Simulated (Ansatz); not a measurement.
**In2O3 — field gradients at the nuclei**

The cell is a Materials Project structure (computed, not necessarily an observed phase) whose atoms were relaxed with PBE, the cell held.

Space group R-3c:H (No. 167); a = 5.5162, c = 14.5911 Å, γ = 120.00°.

| site | Wyckoff | site symmetry | x | y | z |
| --- | --- | --- | --- | --- | --- |
| In | 12c | 3. | 0.0000 | 0.0000 | 0.1423 |
| O | 18e | .2 | 0.6296 | 0.9630 | 0.9167 |

One atom of each set is listed; the run and its k-mesh use a cell of 10 atoms with edges of 5.81, 5.81, 5.81 Å.

All values are calculated (Ansatz; DFT, PBE, plane waves and PAW, scalar-relativistic, 420 eV cutoff, Γ-centred 6×6×6 k-points, Fermi–Dirac smearing 0.01 eV), not measured.

V_zz is the principal component of the electric field gradient with the largest magnitude, η = (V_xx − V_yy)/V_zz and C_Q = eQV_zz/h.

¹¹⁵In: I = 9/2, Q = 772.0 mb; ¹⁷O: I = 5/2, Q = -25.58 mb. Q values from Pyykkö, Mol. Phys. 116, 1328 (2018).

```tsv
site	atoms	first shell	V_zz (10²¹ V/m²)	η	C_Q (MHz)
In	4	6 O at 2.13–2.27 Å	4.64	0.00	86.5
O	6	4 In at 2.13–2.27 Å	-4.52	0.55	2.80
```

An axis of threefold or higher order runs through In, so V_zz lies along it and η is zero.

At this cell the PBE pressure is 5 GPa, so with PBE the cell would grow if it were relaxed. The entry's cell may itself be off. Without spin–orbit coupling (the program notes it for In) the gradients can shift somewhat, as the gap is small.

The relaxation (3 steps) took 36 s of wall time (36 s of CPU time) and 0.51 GiB at its peak, on 1 thread of Arm Neoverse V2 (aarch64; 8 cores open to the job, memory cap 3.0 GiB, no GPU), a shared host with a load of 0.4 a core.
